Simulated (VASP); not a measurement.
## Input and output of a VASP PBE single-point calculation on SrTiO₃ (strained cubic perovskite)

INCAR

```
LASPH = .TRUE.
NSW = 0
PREC = Accurate
GGA = PE
NELM = 120
LREAL = .FALSE.
IBRION = -1
SIGMA = 0.02
NBANDS = 28
ISIF = 2
LCHARG = .FALSE.
ENCUT = 520
ISMEAR = -1
EDIFF = 1E-7
LWAVE = .FALSE.
```

KPOINTS

```
KPOINTS created by Atomic Simulation Environment
0
Gamma
6 6 6
0 0 0
```

KPOINTS_OPT

```
special points
4
Reciprocal
0.0000000000 0.0000000000 0.0000000000 1
0.0000000000 0.5000000000 0.0000000000 1
0.5000000000 0.5000000000 0.0000000000 1
0.5000000000 0.5000000000 0.5000000000 1
```

POSCAR

```
Sr Ti O
 1.0000000000000000
     3.9459200166000001    0.0000000000000000    0.0000000000000000
     0.0000000000000000    3.9459200166000001    0.0000000000000000
     0.0000000000000000    0.0000000000000000    3.9459200166000001
 Sr  Ti  O
   1   1   3
Cartesian
  0.0000000000000000  0.0000000000000000  0.0000000000000000
  1.9729600083000001  1.9729600083000001  1.9729600083000001
  1.9729600083000001  1.9729600083000001  0.0000000000000000
  1.9729600083000001  0.0000000000000000  1.9729600083000001
  0.0000000000000000  1.9729600083000001  1.9729600083000001
```

VASP ran with the recommended PBE PAW datasets (40 valence electrons in the cell).

Command

```
mpirun -np 1 vasp_std
```

OSZICAR

```
N       E                     dE             d eps       ncg     rms          rms(c)
DAV:   1     0.436060896957E+03    0.43606E+03   -0.21411E+04  1120   0.158E+03
DAV:   2    -0.426808895511E+01   -0.44033E+03   -0.42042E+03  1316   0.442E+02
DAV:   3    -0.483124315039E+02   -0.44044E+02   -0.43720E+02  1512   0.135E+02
DAV:   4    -0.504748663882E+02   -0.21624E+01   -0.21580E+01  1700   0.255E+01
DAV:   5    -0.505319154259E+02   -0.57049E-01   -0.57039E-01  1544   0.340E+00    0.256E+01
DAV:   6    -0.402111585987E+02    0.10321E+02   -0.52589E+01  1568   0.635E+01    0.139E+01
DAV:   7    -0.402138835720E+02   -0.27250E-02   -0.86204E+00  1460   0.219E+01    0.105E+01
DAV:   8    -0.401319765551E+02    0.81907E-01   -0.12969E+00  1380   0.114E+01    0.335E+00
DAV:   9    -0.401204544042E+02    0.11522E-01   -0.28279E-01  1424   0.400E+00    0.133E+00
DAV:  10    -0.401065891980E+02    0.13865E-01   -0.10015E-01  1432   0.254E+00    0.583E-01
DAV:  11    -0.401032689571E+02    0.33202E-02   -0.16627E-02  1752   0.113E+00    0.160E-01
DAV:  12    -0.401031931502E+02    0.75807E-04   -0.11048E-03  1332   0.357E-01    0.149E-01
DAV:  13    -0.401031628377E+02    0.30313E-04   -0.13962E-04  1792   0.115E-01    0.867E-02
DAV:  14    -0.401031127522E+02    0.50086E-04   -0.65733E-04  1260   0.169E-01    0.388E-02
DAV:  15    -0.401031067336E+02    0.60187E-05   -0.91023E-05  1416   0.730E-02    0.137E-02
DAV:  16    -0.401031075008E+02   -0.76727E-06   -0.32837E-06  1484   0.128E-02    0.135E-02
DAV:  17    -0.401031071579E+02    0.34290E-06   -0.15641E-06  1320   0.163E-02    0.534E-03
DAV:  18    -0.401031072563E+02   -0.98378E-07   -0.18101E-07  1080   0.294E-03
   1 F= -.40103107E+02 E0= -.40103107E+02  d E =-.953707E-14
       N       E                     dE             ncg
DAV:   1     0.938989481479E+03   -0.40051E+04      224
DAV:   2    -0.621827228254E+03   -0.15608E+04      236
DAV:   3    -0.807436516844E+03   -0.18561E+03      348
DAV:   4    -0.815636757821E+03   -0.82002E+01      280
DAV:   5    -0.815963767152E+03   -0.32701E+00      300
DAV:   6    -0.815970823522E+03   -0.70564E-02      292
DAV:   7    -0.815970923267E+03   -0.99744E-04      308
DAV:   8    -0.815970924798E+03   -0.15310E-05      300
DAV:   9    -0.815970924817E+03   -0.19699E-07      204
```

From OUTCAR

```
k-points           NKPTS =     20   k-points in BZ     NKDIM =     20   number of bands    NBANDS=     28

   NELECT =      40.0000    total number of electrons

   dimension x,y,z NGX =    30 NGY =   30 NGZ =   30
   dimension x,y,z NGXF=    60 NGYF=   60 NGZF=   60

  energy-cutoff  :      520.00
  volume of cell :       61.44
      direct lattice vectors                 reciprocal lattice vectors
     3.945920017  0.000000000  0.000000000     0.253426323  0.000000000  0.000000000
     0.000000000  3.945920017  0.000000000     0.000000000  0.253426323  0.000000000
     0.000000000  0.000000000  3.945920017     0.000000000  0.000000000  0.253426323

 k-points in reciprocal lattice and weights: KPOINTS created by Atomic Simulation Env
   0.00000000  0.00000000  0.00000000       0.005
   0.16666667  0.00000000  0.00000000       0.028
   0.33333333  0.00000000  0.00000000       0.028
   0.50000000  0.00000000  0.00000000       0.014
   0.16666667  0.16666667  0.00000000       0.056
   0.33333333  0.16666667  0.00000000       0.111
   0.50000000  0.16666667  0.00000000       0.056
   0.33333333  0.33333333  0.00000000       0.056
   ...

 E-fermi :   4.4878

 k-point     1 :       0.0000    0.0000    0.0000
  band No.  band energies     occupation
      1     -52.6810      2.00000
      2     -28.9750      2.00000
      3     -28.9076      2.00000
      4     -28.9076      2.00000
      5     -28.9076      2.00000
      6     -13.4020      2.00000
      7     -12.4459      2.00000
      8     -12.4459      2.00000
      9     -10.9563      2.00000
     10     -10.9563      2.00000
     11     -10.9563      2.00000
     12       1.1152      2.00000
     13       1.1152      2.00000
     14       1.1152      2.00000
     15       2.7944      2.00000
     16       2.7944      2.00000
     17       2.7944      2.00000
     18       3.5406      2.00000
     19       3.5406      2.00000
     20       3.5406      2.00000
     21       5.7091      0.00000
     22       5.7091      0.00000
     23       5.7091      0.00000
     24       7.9984      0.00000
     25       7.9984      0.00000
     26       9.2819      0.00000
     27       9.2819      0.00000
     28       9.8514      0.00000

 k-point     2 :       0.1667    0.0000    0.0000
  band No.  band energies     occupation
      1     -52.6807      2.00000
      2     -29.0014      2.00000
      3     -28.9070      2.00000
      4     -28.9070      2.00000
      5     -28.8915      2.00000
      6     -13.4187      2.00000
      7     -12.4495      2.00000
      8     -12.4370      2.00000
      9     -10.9461      2.00000
     10     -10.9461      2.00000
     11     -10.7896      2.00000
     12       0.7778      2.00000
     13       1.1044      2.00000
     14       1.1044      2.00000
     15       2.4664      2.00000
     16       2.4664      2.00000
     17       2.5755      2.00000
     18       2.8113      2.00000
     19       3.3976      2.00000
     20       3.3976      2.00000
     21       5.7467      0.00000
     22       6.2539      0.00000
     23       6.2539      0.00000
     24       8.0016      0.00000
     25       8.7158      0.00000
     26       9.7029      0.00000
     27       9.7332      0.00000
     28      10.4938      0.00000

 k-point     3 :       0.3333    0.0000    0.0000
  band No.  band energies     occupation
      1     -52.6801      2.00000
      2     -29.0424      2.00000
      3     -28.9058      2.00000
      4     -28.9058      2.00000
      5     -28.8709      2.00000
      6     -13.5318      2.00000
      7     -12.4186      2.00000
      8     -12.2986      2.00000
      9     -10.9253      2.00000
     10     -10.9253      2.00000
     11     -10.5196      2.00000
     12       0.0645      2.00000
     13       1.1027      2.00000
     14       1.1027      2.00000
     15       1.8438      2.00000
     16       1.9038      2.00000
     17       1.9038      2.00000
     18       2.1923      2.00000
     19       3.2393      2.00000
     20       3.2393      2.00000
     21       5.8243      0.00000
     22       7.1347      0.00000
     23       7.1347      0.00000
     24       8.0064      0.00000
     25       9.7103      0.00000
     26      10.6362      0.00000
     27      10.6500      0.00000
     28      11.9098      0.00000

 k-point     4 :       0.5000    0.0000    0.0000
  band No.  band energies     occupation
      1     -52.6798      2.00000
      2     -29.0607      2.00000
      3     -28.9052      2.00000
      4     -28.9052      2.00000
      5     -28.8626      2.00000
      6     -13.6070      2.00000
      7     -12.4092      2.00000
      8     -12.1746      2.00000
      9     -10.9149      2.00000
     10     -10.9149      2.00000
     11     -10.4058      2.00000
     12      -0.3108      2.00000
     13       1.1283      2.00000
     14       1.1283      2.00000
     15       1.4927      2.00000
     16       1.6374      2.00000
     17       1.6374      2.00000
     18       2.0210      2.00000
     19       3.1797      2.00000
     20       3.1797      2.00000
     21       5.8645      0.00000
     22       7.5318      0.00000
     23       7.5318      0.00000
     24       8.0084      0.00000
     25      10.1161      0.00000
     26      11.1019      0.00000
     27      11.1788      0.00000
     28      11.8289      0.00000

 k-point     5 :       0.1667    0.1667    0.0000
  band No.  band energies     occupation
      1     -52.6804      2.00000
      2     -29.0083      2.00000
      3     -28.9225      2.00000
      4     -28.9064      2.00000
      5     -28.8792      2.00000
      6     -13.3872      2.00000
      7     -12.4969      2.00000
      8     -12.4133      2.00000
      9     -10.9353      2.00000
     10     -10.8511      2.00000
     11     -10.7456      2.00000
     12       0.5942      2.00000
     13       0.9327      2.00000
     14       1.0969      2.00000
     15       1.7960      2.00000
     16       2.2340      2.00000
     17       2.6415      2.00000
     18       2.7733      2.00000
     19       3.0928      2.00000
     20       3.1734      2.00000
     21       6.2171      0.00000
     22       6.3339      0.00000
     23       6.5308      0.00000
     24       8.3496      0.00000
     25       9.1369      0.00000
     26      10.0882      0.00000
     27      10.1398      0.00000
     28      10.8965      0.00000

 k-point     6 :       0.3333    0.1667    0.0000
  band No.  band energies     occupation
      1     -52.6798      2.00000
      2     -29.0314      2.00000
      3     -28.9250      2.00000
      4     -28.9052      2.00000
      5     -28.8733      2.00000
      6     -13.4163      2.00000
      7     -12.4518      2.00000
      8     -12.3499      2.00000
      9     -10.9137      2.00000
     10     -10.8152      2.00000
     11     -10.5525      2.00000
     12       0.0199      2.00000
     13       0.6997      2.00000
     14       1.0753      2.00000
     15       1.1021      2.00000
     16       1.7646      2.00000
     17       2.1018      2.00000
     18       2.7226      2.00000
     19       2.9318      2.00000
     20       2.9708      2.00000
     21       6.3204      0.00000
     22       7.1437      0.00000
     23       7.2028      0.00000
     24       8.4579      0.00000
     25      10.0922      0.00000
     26      10.8707      0.00000
     27      11.0877      0.00000
     28      11.9982      0.00000

 k-point     7 :       0.5000    0.1667    0.0000
  band No.  band energies     occupation
      1     -52.6794      2.00000
      2     -29.0455      2.00000
      3     -28.9207      2.00000
      4     -28.9046      2.00000
      5     -28.8734      2.00000
      6     -13.4652      2.00000
      7     -12.3856      2.00000
      8     -12.3046      2.00000
      9     -10.9028      2.00000
     10     -10.8065      2.00000
     11     -10.4611      2.00000
     12      -0.3266      2.00000
     13       0.5128      2.00000
     14       0.8901      2.00000
     15       1.1373      2.00000
     16       1.5152      2.00000
     17       1.9335      2.00000
     18       2.7099      2.00000
     19       2.8509      2.00000
     20       2.8592      2.00000
     21       6.3493      0.00000
     22       7.5324      0.00000
     23       7.5682      0.00000
     24       8.4696      0.00000
     25      10.4957      0.00000
     26      11.3276      0.00000
     27      11.6138      0.00000
     28      12.1640      0.00000

 ...

  Total       -0.2301298     -0.2301298     -0.2301298     -0.0000000     -0.0000000      0.0000000
  in kB       -6.0012065     -6.0012065     -6.0012065     -0.0000000     -0.0000000      0.0000000
  external PRESSURE =      -6.0012065 kB  Pullay stress =       0.0000000 kB

 POSITION                                       TOTAL-FORCE (eV/Angst)
 -----------------------------------------------------------------------------------
      0.00000      0.00000      0.00000         0.000000      0.000000      0.000000
      1.97296      1.97296      1.97296         0.000000      0.000000      0.000000
      1.97296      1.97296      0.00000         0.000000      0.000000      0.000000
      1.97296      0.00000      1.97296         0.000000      0.000000      0.000000
      0.00000      1.97296      1.97296         0.000000      0.000000      0.000000
 -----------------------------------------------------------------------------------
    total drift:                                0.000000      0.000000     -0.000000

  FREE ENERGIE OF THE ION-ELECTRON SYSTEM (eV)
  ---------------------------------------------------
  free  energy   TOTEN  =       -40.1031072563 eV

  energy  without entropy=      -40.1031072563  energy(sigma->0) =      -40.10310726
```

```yaml
gap_between_bands_v_and_c: 1.80 eV
least_direct_gap: 2.17 eV
pressure: -0.6 GPa
```

Band v is the last that the valence electrons fill when counted band by band, and c is the next.

The run took about 54 s on one core of a shared host (Intel Xeon Platinum 8488C) and held 0.21 GiB at most.
